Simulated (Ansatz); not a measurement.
# Yttrium, diamond: HSE06 after PBE

Aim: see what exact exchange does to the levels, and what it costs. Spin polarisation is left out. The cell comes from an earlier PBE relaxation. Exact exchange is dear, so the k-mesh is coarse, and PBE is run on the same mesh for comparison.

Method: DFT, plane waves (420 eV) with PBE-made PAW files, scalar-relativistic; functionals as named at each step, in Ansatz 0.2.0.

### 1 The starting structure

It takes space group Fd-3m (No. 227, cubic). The conventional cell has a = 7.091 Å, b = 7.091 Å, c = 7.091 Å, α = 90.00°, β = 90.00°, γ = 90.00°. Y (site symmetry -43m) is surrounded by 4 Y at 3.07 Å.

As a file:

```xyz
2
Lattice="0.0000 3.5454 3.5454 3.5454 0.0000 3.5454 3.5454 3.5454 0.0000" Properties=species:S:1:pos:R:3 pbc="T T T"
Y     0.8864    0.8864    0.8864
Y     6.2045    6.2045    6.2045
```

### 2 PBE on the coarse mesh

The run with PBE.

Input file input.yaml:

```yaml
crystal:
  lattice:
    - [0.0, 3.5454148505, 3.5454148505]
    - [3.5454148505, 0.0, 3.5454148505]
    - [3.5454148505, 3.5454148505, 0.0]
  atoms:
    - { symbol: "Y", position: [0.125, 0.125, 0.125] }
    - { symbol: "Y", position: [0.875, 0.875, 0.875] }
hamiltonian:
  xc: pbe
  pseudopotentials:
    kind: paw
    azcp:
      "Y": "pseudopotentials/Y.paw.azcp"
basis:
  ecutwfc: 420
  fft_grid_basis: typed
kpoints:
  mp_grid: { grid: [4, 4, 4], shift: [0, 0, 0] }
magnetization:
  spin_polarized: false
scf:
  occupations: { method: fermi_dirac, width: 0.1 }
```

Launch:

```sh
ansatz run input.yaml --threads 4 --pin off --max-ram 8192MiB --backend cpu --events-out ev --progress --plain --runs-dir out
```

### 3 HSE06, coarse mesh

The run with HSE06.

Edit input.yaml of step 2 so:

```diff
@@ -9,3 +9,3 @@
 hamiltonian:
-  xc: pbe
+  xc: hse06
   pseudopotentials:
```

(Steps that only read results are left out.)

Before running it: what results should come out? Wanted: PBE: gap; HSE06: gap.

**Answer**, as computed:

| quantity | value |
| --- | --- |
| PBE: gap | none (levels filled in part) |
| HSE06: gap | none (levels filled in part) |
| HSE06: SCF cycles, exchange loops | 20, 2 |
| HSE06: CPU time over that of PBE | 14 |

Both PBE and HSE06 leave levels filled in part. HSE06 cost 14 times the CPU time of PBE. The exchange operator of HSE06 was renewed in 2 outer loops. The total energies in the logs cannot be compared from one functional to another.
